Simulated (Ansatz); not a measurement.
## Compressing Au: a fit and a missing row

Au, P6_3/mmc, a = 2.890 Å, c = 4.865 Å. This isn't the element's structure at ambient conditions. Ansatz: r2SCAN, PAW, 500 eV, Γ-centred 18×18×10 mesh on 2 atoms, Gaussian smearing 0.10 eV; no spin polarisation. Shape and atoms are relaxed at each volume; pressure is positive in compression.

```tsv
V (Å³/atom)	P (GPa)
15.485	?
16.013	18.45
16.541	10.99
17.069	4.93
17.597	0.00
18.125	-4.04
18.653	-7.32
19.357	-10.70
```

Problem. Take V0 = 17.597 Å³/atom, fit the third-order Birch–Murnaghan form to the other rows, and predict the missing pressure.

Solution. With the Eulerian strain f = ½[(V0/V)^(2/3) − 1] and y = P/[3f(1 + 2f)^(5/2)], the form is the line y = B0 + 1.5 B0 (B0′ − 4) f. Rows (f, y): 0.03245, 162.0; 0.02106, 156.9; 0.01026, 152.2; -0.00976, 144.9; -0.01905, 141.1; -0.03079, 135.8. Means f = 0.0006950, y = 148.82; Σ(Δf)² = 0.003005, ΣΔfΔy = 1.219; the slope is their ratio. y = 148.5 + 405.6 f GPa, so B0 = 148.5 GPa and B0′ = 4 + 2 × (405.6)/(3 × 148.5) = 5.82. At V = 15.485, f = 0.04449, y = 166.55 and P = 27.51 GPa. The run gave 27.63 GPa, so the fit is 0.12 GPa too low, a small miss on the scale of the series.

Spin–orbit coupling is left out, which can shift energies with elements as heavy as these.